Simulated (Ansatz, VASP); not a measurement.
Two plane-wave programs on BN

The input INCAR:

```
SYSTEM = BN
PREC = Accurate
ENCUT = 520
EDIFF = 1E-6
ISMEAR = 0
SIGMA = 0.05
LREAL = .False.
LASPH = .True.
NELM = 100
ALGO = Normal
ISIF = 2
LWAVE = .False.
LCHARG = .False.
GGA = PE
NBANDS = 16
```

The input KPOINTS:

```
Automatic mesh
0
Gamma
  12 12 6
  0 0 0
```

The input POSCAR:

```
BN
1.0
    2.5545800960      0.0000000000      0.0000000000
   -1.2772900480      2.2123312591      0.0000000000
    0.0000000000      0.0000000000      4.1611468172
B N
2 2
Direct
    0.6666666667      0.3333333333      0.9998058547
    0.3333333333      0.6666666667      0.4998058547
    0.6666666667      0.3333333333      0.6251941453
    0.3333333333      0.6666666667      0.1251941453
```

Input for Ansatz:

```yaml
crystal:
  lattice:
    - [2.554580096, 0.0, 0.0]
    - [-1.277290048, 2.2123312591, 0.0]
    - [0.0, 0.0, 4.1611468172]
  atoms:
    - { symbol: B, position: [0.6666666667, 0.3333333333, 0.9998058547] }
    - { symbol: B, position: [0.3333333333, 0.6666666667, 0.4998058547] }
    - { symbol: "N", position: [0.6666666667, 0.3333333333, 0.6251941453] }
    - { symbol: "N", position: [0.3333333333, 0.6666666667, 0.1251941453] }
basis:
  ecutwfc: 420
kpoints:
  mp_grid: { grid: [12, 12, 6] }
hamiltonian:
  xc: pbe
scf:
  occupations: { method: gaussian, width: 0.05 }
output:
  forces: true
  stress: true
  eigenvalues: true
```

Change from the starting cell: strain +0.000 along x and y, -0.015 along z, atoms carried along.

Alike in both runs: task single point; functional PBE; k mesh 12 × 12 × 6; occupations gaussian, width 0.05 eV; no spin polarisation.

|  | VASP | Ansatz |
| --- | --- | --- |
| version | VASP 6.6.1 | Ansatz 0.2.0 |
| potentials or method | VASP PAW PBE potentials, release 64 (B, N) | scalar-relativistic, plane waves, PAW |
| plane-wave cutoff (eV) | 520 | 420 |
| valence electrons in the cell | 16 | 16 |

Ansatz gave:

```
gap on the k mesh at the Fermi level (eV)       : 5.26
least direct gap on the mesh (eV)               : 8.23
pressure (GPa)                                  : 5.9
largest component of the traceless stress (GPa) : 10.07
rms of the force components (eV/Å)              : 0.012
```

Q: Estimate VASP's values.

A: gap on the k mesh at the Fermi level (eV): 5.24; least direct gap on the mesh (eV): 8.22; pressure (GPa): 6.2; largest component of the traceless stress (GPa): 10.10; rms of the force components (eV/Å): 0.013.

Atom by atom the forces differ by 0.001 eV/Å (rms over components). With one functional, cell and mesh, what is left measures potentials, basis and numerics.

A k mesh can miss the band edges.
